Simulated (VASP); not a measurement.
GaAs:

```xyz
2
Lattice="0.0000 2.8268 2.8268 2.8268 0.0000 2.8268 2.8268 2.8268 0.0000" Properties=species:S:1:pos:R:3 pbc="T T T"
As    4.2403    4.2403    4.2403
Ga    0.0000    0.0000    0.0000
```

* Program: VASP 6.6.1
* Task: relaxation of cell and atoms
* Functional: B3LYP
* Potentials or basis: VASP PAW PBE potentials, release 64 (As, Ga_d)
* Cutoff: 600 eV
* k mesh: 4 × 4 × 4
* Occupations: fermi-dirac, width 0.05 eV
* Spin: no spin polarisation

At the start: pressure 4.4 GPa; volume 22.59 Å³/atom.

Q: Where does the relaxation end?

A: Over 3 steps the energy falls by 18.5 meV/atom and the volume is 24.01 Å³/atom (+6.3 %); space group F-43m (No. 216, to 0.05 Å).

Step by step:
```csv
step,energy change (eV),largest force (eV/Å),pressure (GPa),volume (Å³)
1,0.0000,0.0000,4.40,45.18
2,-0.0299,0.0000,-1.69,49.36
3,-0.0369,0.0000,0.04,48.01
```

Final structure:
```
CELL_PARAMETERS angstrom
0.00000 2.88473 2.88473
2.88473 0.00000 2.88473
2.88473 2.88473 0.00000
ATOMIC_POSITIONS crystal
As 0.75000 0.75000 0.75000
Ga 0.00000 0.00000 0.00000
```

Caveat: the k mesh is coarse (spacing up to 0.48 Å⁻¹), so the values aren't converged, least of all with exact exchange; the PAW data sets were made with another functional, which shifts forces and pressure a little.
